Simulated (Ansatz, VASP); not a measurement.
# SnTe2 in two plane-wave programs

One calculation is typed for both programs; each brings its own data sets. How far apart do they land? The cell is generated by rule, not measured, and may not be a known phase. The cell is taken from a series of runs on this material, whose earlier steps may have relaxed, scaled, displaced or heated it; both programs get it as it stands.

Method: plane waves, with VASP 6.6.1 beside it; single point at PBE, in Ansatz 0.2.0.

The structure was built from a prototype and need not be the compound's stable phase.

### Step 1. Set-up

The structure is tetragonal, space group P4_2/m (No. 84). Conventional cell: a = 9.981 Å, b = 9.981 Å, c = 4.424 Å, α = 90.00°, β = 90.00°, γ = 90.00°. Nearest to Sn lie 6 Te at 2.90 to 3.15 Å. Nearest to Te lie 3 Sn at 3.00 to 3.15 Å. Nearest to Te lie 3 Sn at 2.90 to 2.98 Å. Farther neighbours and most contacts between anions are not listed.

Coordinates:

```
Sn Te
1.0
     0.00000    0.00000   -4.42406
    -7.05772   -7.05772    0.00000
    -7.05772    7.05772    0.00000
Sn Te
4 8
Direct
  0.00000 0.51390 0.49974
  0.00000 0.98610 0.00026
  0.50000 0.99974 0.48610
  0.50000 0.50026 0.01390
  0.00000 0.19912 0.52201
  0.00000 0.69674 0.97799
  0.00000 0.80326 0.52201
  0.00000 0.30088 0.97799
  0.50000 0.02201 0.19674
  0.50000 0.47799 0.69912
  0.50000 0.02201 0.80088
  0.50000 0.47799 0.30326
```

### Step 2. VASP: single point, PBE, pair 1

A single point gives forces, pressure and levels at one fixed geometry, so differences don't come from the geometry; what else differs is listed under the comparison.

Lines of VASP's logs that name or quote its potential files are left out, and so is its time.

File INCAR:

```
SYSTEM = SnTe2
PREC = Accurate
ENCUT = 500
EDIFF = 1E-06
NELM = 120
ISMEAR = 1
SIGMA = 0.2
LREAL = .FALSE.
ALGO = Normal
GGA = PE
NBANDS = 64
LORBIT = 11
LWAVE = .FALSE.
LCHARG = .FALSE.
ISIF = 2
LASPH = .TRUE.
GGA_COMPAT = .FALSE.
KPAR = 2
```

File POSCAR:

```
SnTe2
1.0
    0.0000000000      0.0000000000     -4.4240602484
   -7.0577214653     -7.0577214653      0.0000000000
   -7.0577214653      7.0577214653      0.0000000000
Sn Te
4 8
Direct
    0.0000000000      0.5139025696      0.4997378044
    0.0000000000      0.9860974304      0.0002621956
    0.5000000000      0.9997378044      0.4860974304
    0.5000000000      0.5002621956      0.0139025696
    0.0000000000      0.1991173233      0.5220096376
    0.0000000000      0.6967440576      0.9779903624
    0.0000000000      0.8032559424      0.5220096376
    0.0000000000      0.3008826767      0.9779903624
    0.5000000000      0.0220096376      0.1967440576
    0.5000000000      0.4779903624      0.6991173233
    0.5000000000      0.0220096376      0.8008826767
    0.5000000000      0.4779903624      0.3032559424
```

File KPOINTS:

```
Automatic mesh
0
Gamma
8 4 4
0 0 0
```

PAW data sets: Sn_d and Te (PBE family, release 64).

Launch:

```bash
mpirun -np 2 vasp_std
```

Numbers of over 12 decimals in the logs are rounded to 6 here.

Log:

```text
[banner, memory and clock lines left out]
running    2 mpi-ranks, on    1 nodes
 distrk:  each k-point on    1 cores,    2 groups
 distr:  one band on    1 cores,    1 groups

 POSCAR found type information on POSCAR SnTe
 POSCAR found :  2 types and      12 ions
 LDA part: xc-table for (Slater+PW92), standard interpolation
 POSCAR, INCAR and KPOINTS ok, starting setup
 FFT: planning ... GRIDC
 FFT: planning ... GRID_SOFT
 FFT: planning ... GRID
 WAVECAR not read
 entering main loop
       N       E                     dE             d eps       ncg     rms          rms(c)
DAV:   1     0.949693118203E+03    0.94969E+03   -0.42203E+04  3840   0.163E+03
DAV:   2     0.115644681563E+03   -0.83405E+03   -0.81107E+03  3984   0.403E+02
DAV:   3    -0.294358609863E+02   -0.14508E+03   -0.14042E+03  4448   0.172E+02
DAV:   4    -0.397692235663E+02   -0.10333E+02   -0.10093E+02  4432   0.456E+01
DAV:   5    -0.402220282523E+02   -0.45280E+00   -0.45030E+00  5488   0.966E+00    0.112E+01
DAV:   6    -0.397956692615E+02    0.42636E+00   -0.99375E-01  4832   0.551E+00    0.799E+00
DAV:   7    -0.398003481576E+02   -0.46789E-02   -0.52645E-01  4832   0.258E+00    0.814E-01
DAV:   8    -0.397817454028E+02    0.18603E-01   -0.10653E-01  4696   0.162E+00    0.873E-01
DAV:   9    -0.397830341623E+02   -0.12888E-02   -0.10686E-02  4832   0.307E-01    0.409E-01
DAV:  10    -0.397835843185E+02   -0.55016E-03   -0.75607E-04  4736   0.110E-01    0.160E-01
DAV:  11    -0.397836638221E+02   -0.79504E-04   -0.31339E-04  4664   0.768E-02    0.339E-02
DAV:  12    -0.397836936413E+02   -0.29819E-04   -0.10605E-04  4440   0.348E-02    0.218E-02
DAV:  13    -0.397837006041E+02   -0.69628E-05   -0.19632E-05  3824   0.152E-02    0.654E-03
DAV:  14    -0.397837018046E+02   -0.12005E-05   -0.19138E-06  2776   0.549E-03    0.216E-03
DAV:  15    -0.397837017899E+02    0.14692E-07   -0.37411E-07  2608   0.267E-03
   1 F= -.39783702E+02 E0= -.39787385E+02  d E =0.110511E-01
```

OUTCAR, selected parts (step 2):

```text
ion  position               nearest neighbor table
   1  0.000  0.514  0.500-   7 2.90  12 2.98  12 2.98  10 3.00  10 3.00   5 3.15
   2  0.000  0.986  0.000-   6 2.90   9 2.98   9 2.98  11 3.00  11 3.00   8 3.15
   3  0.500  1.000  0.486-   9 2.90   7 2.98   7 2.98   5 3.00   5 3.00  11 3.15
   4  0.500  0.500  0.014-  12 2.90   6 2.98   6 2.98   8 3.00   8 3.00  10 3.15
   5  0.000  0.199  0.522-   3 3.00   3 3.00   1 3.15
   6  0.000  0.697  0.978-   2 2.90   4 2.98   4 2.98
   7  0.000  0.803  0.522-   1 2.90   3 2.98   3 2.98
   8  0.000  0.301  0.978-   4 3.00   4 3.00   2 3.15
   9  0.500  0.022  0.197-   3 2.90   2 2.98   2 2.98
  10  0.500  0.478  0.699-   1 3.00   1 3.00   4 3.15
  11  0.500  0.022  0.801-   2 3.00   2 3.00   3 3.15
  12  0.500  0.478  0.303-   4 2.90   1 2.98   1 2.98

  LATTYP: Found a simple tetragonal cell.
 ALAT       =     9.9811254157
 C/A-ratio  =     0.4432426269

 Subroutine GETGRP returns: Found  8 space group operations
 (whereof  2 operations were pure point group operations)

The static configuration has the point symmetry C_1h.
 The point group associated with its full space group is C_4h.

 Found     30 irreducible k-points:

   k-points           NKPTS =     30   k-points in BZ     NKDIM =     30   number of bands    NBANDS=     64

   dimension x,y,z NGX =    32 NGY =   80 NGZ =   80
   dimension x,y,z NGXF=    64 NGYF=  160 NGZF=  160

   ENCUT  =  500.0 eV  36.75 Ry    6.06 a.u.   8.07 18.20 18.20*2*pi/ulx,y,z

   NELECT =     104.0000    total number of electrons

 k-points in reciprocal lattice and weights: Automatic mesh
   0.00000000  0.00000000  0.00000000       0.008
   0.12500000  0.00000000  0.00000000       0.016
   0.25000000  0.00000000  0.00000000       0.016
   0.37500000  0.00000000  0.00000000       0.016
   0.50000000  0.00000000  0.00000000       0.008
   0.00000000  0.25000000  0.00000000       0.031
   0.12500000  0.25000000  0.00000000       0.062
   0.25000000  0.25000000  0.00000000       0.062
   0.37500000  0.25000000  0.00000000       0.062
[...]
0.37500000  0.50000000  0.50000000       0.016
   0.50000000  0.50000000  0.50000000       0.008

 average (electrostatic) potential at core
       1-102.8241       2-102.8241       3-102.8241       4-102.8241       5 -89.7102
       6 -89.5557       7 -89.5557       8 -89.7102       9 -89.5557      10 -89.7102
      11 -89.7102      12 -89.5557

 E-fermi :   4.4341

 k-point     1 :       0.0000    0.0000    0.0000
  band No.  band energies     occupation
    ...
     48       3.6942      2.00000
     49       3.7360      2.00001
     50       3.7360      2.00001
     51       4.1686      2.06810
     52       4.1686      2.06810
     53       4.7009     -0.06776
     54       4.7009     -0.06776
     55       4.8020     -0.02592
     56       5.0546     -0.00010
     57       6.4168     -0.00000
    ...

 k-point     2 :       0.1250    0.0000    0.0000
  band No.  band energies     occupation
    ...
     48       3.8596      2.00037
     49       4.0123      2.01107
     50       4.2809      1.96153
     51       4.3270      1.77780
     52       4.3270      1.77780
     53       4.7927     -0.02937
     54       4.9572     -0.00136
     55       4.9572     -0.00136
     56       5.5221     -0.00000
     57       6.9127     -0.00000
    ...

 k-point     3 :       0.2500    0.0000    0.0000
  band No.  band energies     occupation
    ...
     47       3.7561      2.00002
     48       3.8938      2.00090
     49       4.0153      2.01168
     50       4.0831      2.03246
     51       4.0831      2.03246
     52       4.5059      0.43335
     53       4.6286     -0.04416
     54       5.0582     -0.00009
     55       5.0582     -0.00009
     56       5.8487     -0.00000
    ...

  Total       -0.4227073     -0.4227073     -0.8382835     -0.0000002      0.0000000     -0.0000000
  in kB       -1.5366334     -1.5366334     -3.0473438     -0.0000006      0.0000000     -0.0000000
  external PRESSURE =      -2.0402036 kB  Pullay stress =       0.0000000 kB

  energy-cutoff  :      500.00
  volume of cell :      440.74
      direct lattice vectors                 reciprocal lattice vectors
     0.000000000  0.000000000 -4.424060248     0.000000000  0.000000000 -0.226036705
    -7.057721465 -7.057721465  0.000000000    -0.070844394 -0.070844394  0.000000000
    -7.057721465  7.057721465  0.000000000    -0.070844394  0.070844394  0.000000000

 POSITION                                       TOTAL-FORCE (eV/Angst)
 -----------------------------------------------------------------------------------
     -7.15399     -0.09997      0.00000        -0.040771     -0.001600     -0.000000
     -6.96145     -6.95775      0.00000         0.040771      0.001600     -0.000000
    -10.48661     -3.62513     -2.21203         0.001600     -0.040771      0.000000
     -3.62883     -3.43259     -2.21203        -0.001600      0.040771     -0.000000
     -5.08951      2.27888      0.00000        -0.060569      0.227821     -0.000000
    -11.81981      1.98496      0.00000         0.291653     -0.056175      0.000000
     -9.35336     -1.98496      0.00000        -0.291653      0.056175     -0.000000
     -9.02593      4.77884      0.00000         0.060569     -0.227821     -0.000000
     -1.54390      1.23323     -2.21203        -0.056175     -0.291653      0.000000
     -8.30770      1.56065     -2.21203         0.227821      0.060569      0.000000
     -5.80774      5.49707     -2.21203        -0.227821     -0.060569     -0.000000
     -5.51382     -1.23323     -2.21203         0.056175      0.291653     -0.000000
 -----------------------------------------------------------------------------------
    total drift:                               -0.000000     -0.000000     -0.000000

  FREE ENERGIE OF THE ION-ELECTRON SYSTEM (eV)
  ---------------------------------------------------
  free  energy   TOTEN  =       -39.7837017899 eV

  energy  without entropy=      -39.7947528893  energy(sigma->0) =      -39.78738549

 total charge
# of ion       s       p       d       tot
------------------------------------------
    1        1.182   0.910  10.023  12.115
    2        1.182   0.910  10.023  12.115
    3        1.182   0.910  10.023  12.115
    4        1.182   0.910  10.023  12.115
    5        1.403   1.889   0.021   3.313
    6        1.392   1.948   0.021   3.361
    7        1.392   1.948   0.021   3.361
    8        1.403   1.889   0.021   3.313
    9        1.392   1.948   0.021   3.361
   10        1.403   1.889   0.021   3.313
   11        1.403   1.889   0.021   3.313
   12        1.392   1.948   0.021   3.361
--------------------------------------------------
tot         15.910  18.985  40.259  75.153

[... 3 further parts left out ...]
```

The run ends at a pressure of -0.20 GPa, with forces up to 0.30 eV/Å.

### Step 3. Ansatz: single point, PBE, pair 1

Ansatz runs on its default PAW (the set named soft_2) files.

The same cell, functional, mesh and smearing now go to Ansatz, which takes its cutoff from its data sets.

File input.yaml:

```yaml
crystal:
  lattice:
    - [0.0, 0.0, -4.4240602484]
    - [-7.0577214653, -7.0577214653, 0.0]
    - [-7.0577214653, 7.0577214653, 0.0]
  atoms:
    - { symbol: Sn, position: [0.0, 0.5139025696, 0.4997378044] }
    - { symbol: Sn, position: [0.0, 0.9860974304, 1.0002621956] }
    - { symbol: Sn, position: [0.5, 0.9997378044, 0.4860974304] }
    - { symbol: Sn, position: [0.5, 0.5002621956, 0.0139025696] }
    - { symbol: Te, position: [0.0, 0.1991173233, 0.5220096376] }
    - { symbol: Te, position: [0.0, 0.6967440576, -0.0220096376] }
    - { symbol: Te, position: [0.0, 0.8032559424, 0.5220096376] }
    - { symbol: Te, position: [0.0, 0.3008826767, -0.0220096376] }
    - { symbol: Te, position: [0.5, 0.0220096376, 0.1967440576] }
    - { symbol: Te, position: [0.5, 0.4779903624, 0.6991173233] }
    - { symbol: Te, position: [0.5, 0.0220096376, 0.8008826767] }
    - { symbol: Te, position: [0.5, 0.4779903624, 0.3032559424] }
kpoints:
  mp_grid: { grid: [8, 4, 4] }
hamiltonian:
  xc: pbe
scf:
  occupations: { method: methfessel_paxton, width: 0.2 }
output:
  forces: true
  stress: true
  eigenvalues: true
```

Launch:

```bash
ansatz run input.yaml --threads 4 --pin off --max-ram 14336MiB --backend cpu --events-out ev --progress --plain --runs-dir out
```

Log:

```text
Engine: ansatz 0.2.0, aarch64-unknown-linux-gnu
Pseudopotentials: kind: paw
Pseudopotential: Sn, paw, valence charge 14, recommended cutoff 420 eV (normal), Sn.paw.azcp
Pseudopotential: Te, paw, valence charge 16, recommended cutoff 420 eV (normal), Te.paw.azcp
Functional definition: PBE
  parameter kappa = 0.804
  parameter beta = 0.066725
  exchange = pbe_x(kappa = kappa, mu = beta*pi^2/3)
  correlation = pbe_c(beta = beta)
Crystal: 12 atoms, lattice volume = 440.738 Å³
Basis set: ecut = 420 eV, 8627 PW (Γ), exchange–correlation on 60×144×144 points (8 copies of the dense FFT grid, shifted against one another)
Bands: 111, of which v1, the nominal top of the filled ones, is band 92 counted from 1 (91 counted from 0)
Symmetry: 8 space group operations
Space group: P42/m (ITA 84), of the structure as read, at distance tolerance 7.6e-5 Å
k-points: 30 of 128
Non-local potential: Sn, projectors of the file, l = 0: 2, l = 1: 2, l = 2: 2, l = 3: 2
Non-local potential: Te, projectors of the file, l = 0: 2, l = 1: 2, l = 2: 2, l = 3: 2
PAW form: soft (Blöchl's): semilocal exchange-correlation on the pseudo side does not see the compensation charge
PAW one-centre angular grid: Sn, 590 points (default); XC on 64 Gauss nodes
PAW one-centre angular grid: Te, 590 points (default); XC on 64 Gauss nodes
Initial density: superposition of atomic densities (neutral atoms: chi_scale 0, normalization atom), corrected by the library's trained network
Initial wavefunctions: pseudopotential atomic-orbital guess
Functional: x = pbe(κ = 0.804, μ = 0.219515), c = pbe(β = 0.066725)
SCF iter   1: F=—  HF=-79935.777759 eV  |F-HF|=—  |Δ(HF+E_count)|=         —  Δρ=2.41e-3  dr2=6.03e-2  ethr=1.77e-3  ⟨swp⟩=7.2  Hψ=13130  notcnv=0
preconditioner: auto → LDOS  [metal: Δε(μ)=0.009 eV  Ē_g=8.089 eV  σ=0.200 eV  W_gap=0.04  n_scr=94 (ndim 8)  ℏωp=14.2 eV  f_vac=0.077  D(μ)=6.83/eV (n_scr^D=30)  β→1.0]
SCF iter   2: F=—  HF=-79935.769601 eV  |F-HF|=—  |Δ(HF+E_count)|=   8.16e-3  S|Δr|=    0.00e0  Δρ=1.39e-3  dr2=1.11e-2  ethr=3.28e-5  ⟨swp⟩=2.0  Hψ=6129  notcnv=0  defer=1
SCF iter   3: F=—  HF=-79935.766845 eV  |F-HF|=—  |Δ(HF+E_count)|=   2.76e-3  S|Δr|=    0.00e0  Δρ=4.78e-4  dr2=1.75e-3  ethr=6.01e-6  ⟨swp⟩=2.0  Hψ=5585  notcnv=0  defer=1
SCF iter   4: F=—  HF=-79935.766434 eV  |F-HF|=—  |Δ(HF+E_count)|=   4.11e-4  S|Δr|=    0.00e0  Δρ=9.43e-5  dr2=4.98e-5  ethr=9.50e-7  ⟨swp⟩=2.0  Hψ=5464  notcnv=0  defer=1
SCF iter   5: F=—  HF=-79935.766397 eV  |F-HF|=—  |Δ(HF+E_count)|=   3.75e-5  S|Δr|=    0.00e0  Δρ=2.68e-5  dr2=6.76e-6  ethr=2.70e-8  ⟨swp⟩=3.0  Hψ=6428  notcnv=0  defer=1
SCF iter   6: F=—  HF=-79935.766399 eV  |F-HF|=—  |Δ(HF+E_count)|=   2.13e-6  S|Δr|=    0.00e0  Δρ=9.15e-6  dr2=4.00e-7  ethr=3.67e-9  ⟨swp⟩=2.0  Hψ=4624  notcnv=0  defer=1
SCF iter   7: F=-79935.766399 eV  HF=-79935.766399 eV  |F-HF|=1.10e-8  |Δ(HF+E_count)|=   1.33e-7  S|Δr|=    0.00e0  Δρ=2.31e-6  dr2=2.37e-8  ethr=5.43e-11  ⟨swp⟩=11.9  Hψ=16884  notcnv=0
SCF 1 converged in 7 iterations: F = -79935.766399 eV  dr2 = 2.37e-8
  greatest PAW one-centre occupation: 0.998 electrons in one spin orbital (limit 2), on the Te atom at site 11 (counted from 0), in its partial waves of l = 2
SCF converged after 7 iterations
Stability not checked: this state was not tested for a lower state beside it, because cold or Methfessel-Paxton smearing, or corrected tetrahedra, fill the levels in a way that the test cannot read (fill_not_monotonic; see scf.lower_state_search)
Free energy (F): -79935.766399 eV
Harris-Foulkes:  -79935.766399 eV  (|F-HF|=1.10e-8)
Internal energy: -79935.777382 eV  (E = F + TS)
E sigma→0 (E₀):  -79935.769145 eV
Entropy (-TS):   0.010983 eV (0.915 meV/atom)
Fermi energy:    6.849145 eV
--- Per-component energies (eV) ---
  E_band       = -2813.888827
  E_kinetic    = 2182.029249
  E_local      = -16279.543846  (includes V_loc(G=0)·N_el)
  E_nonlocal   = -2609.300825
  E_hartree    = 9784.999145
  E_xc         = -2516.072634
  E_vxc        = -1206.163087  (∫ρ·V_xc dr)
  E_paw        = -53850.353565  (= ΣΔE_a)
  E_vpaw       = -4470.900211  (= ΣTr[D̂ρ^β])
  E_aug_tail   = -0.001457  (compensation charges beyond the density's cutoff)
  E_ewald      = -16647.533450
  E_smearing   = 0.010983  (= −TS)
  E_closure    = -0.000000  (closes the sum)
  Σ components = -79935.766399   (vs F -79935.766399, Δ=0.00e0)
--- Forces (eV/Å), atoms counted from 1 ---
  atom   1  Sn    -0.04343665    -0.00684262     0.00000000
  atom   2  Sn     0.04343665     0.00684262     0.00000000
  atom   3  Sn     0.00684262    -0.04343665     0.00000000
  atom   4  Sn    -0.00684262     0.04343665     0.00000000
  atom   5  Te    -0.05810654     0.23084328     0.00000000
  atom   6  Te     0.29427198    -0.05793752     0.00000000
  atom   7  Te    -0.29427198     0.05793752     0.00000000
  atom   8  Te     0.05810654    -0.23084328    -0.00000000
  atom   9  Te    -0.05793752    -0.29427198     0.00000000
  atom  10  Te     0.23084328     0.05810654     0.00000000
  atom  11  Te    -0.23084328    -0.05810654     0.00000000
  atom  12  Te     0.05793752     0.29427198    -0.00000000
  max |Σ_I F_I| component: 3.47e-17 eV/Å
--- Stress (GPa, compression-positive) ---
       -0.139693      -0.000000       0.000000
        0.000000      -0.139693      -0.000000
        0.000000       0.000000      -0.298169
  P = ⅓ Tr σ = -0.1925 GPa (-1.925 kbar)
--- Band table (eV; the first three rows and the last of 30) ---
  k-point 0: bands = [... 88 lower, 6.1491, 6.1491, 6.5813, 6.5813, 7.1177, 7.1177, 7.2155, 7.4695, ... 15 higher]
  k-point 1: bands = [... 88 lower, 6.2186, 6.3157, 6.5050, 6.5782, 6.9215, 7.1074, 7.2759, 7.4517, ... 15 higher]
  k-point 2: bands = [... 88 lower, 6.3309, 6.3986, 6.4138, 6.6653, 6.7775, 7.1114, 7.2072, 7.4303, ... 15 higher]
  k-point 29: bands = [... 88 lower, 6.3450, 6.3450, 6.4952, 6.4952, 7.6989, 7.6989, 7.7292, 7.7292, ... 15 higher]
```

The run ends at a pressure of -0.19 GPa, with forces up to 0.30 eV/Å.

### Step 4. Differences

Known differences besides the potentials themselves: the data sets hold 184 valence electrons in Ansatz (on its default PAW (the set named soft_2) files) and 104 in VASP; the cutoff is 420 eV in Ansatz and 500 eV in VASP. Total energies have different zeros and are not compared.

Both answers:

| quantity | Ansatz | VASP | difference |
| --- | --- | --- | --- |
| pressure (GPa) | -0.19 | -0.20 | +0.01 |

Forces on 10 of the 12 atoms, those with the largest forces and the largest differences (eV/Å; atoms numbered as in POSCAR):

| atom | Ansatz x, y, z | VASP x, y, z |
| --- | --- | --- |
| Sn2 | 0.043, 0.007, 0.000 | 0.041, 0.002, 0.000 |
| Sn3 | 0.007, -0.043, 0.000 | 0.002, -0.041, 0.000 |
| Sn4 | -0.007, 0.043, 0.000 | -0.002, 0.041, 0.000 |
| Te5 | -0.058, 0.231, 0.000 | -0.061, 0.228, 0.000 |
| Te6 | 0.294, -0.058, 0.000 | 0.292, -0.056, 0.000 |
| Te7 | -0.294, 0.058, 0.000 | -0.292, 0.056, 0.000 |
| Te8 | 0.058, -0.231, 0.000 | 0.061, -0.228, 0.000 |
| Te9 | -0.058, -0.294, 0.000 | -0.056, -0.292, 0.000 |
| Te11 | -0.231, -0.058, 0.000 | -0.228, -0.061, 0.000 |
| Te12 | 0.058, 0.294, 0.000 | 0.056, 0.292, 0.000 |

The forces differ by 2.6 meV/Å r.m.s., which is 2.0 % of the r.m.s. force of 0.127 eV/Å (both taken over all components).

(Continued in part 2 of 2.)

[Lines on the potential files, build, host, timing and source positions are cut from VASP's logs without a mark.]

[Logs are printed without paths, hosts, clocks, repeated set-up lines and the standing remarks that a program may print on its own settings, such as how far it seeks lower states.]

[Hosts, paths, dates, database ids (printed as entryN), source tags and the programs' standing remarks are cut or masked in the printed files.]
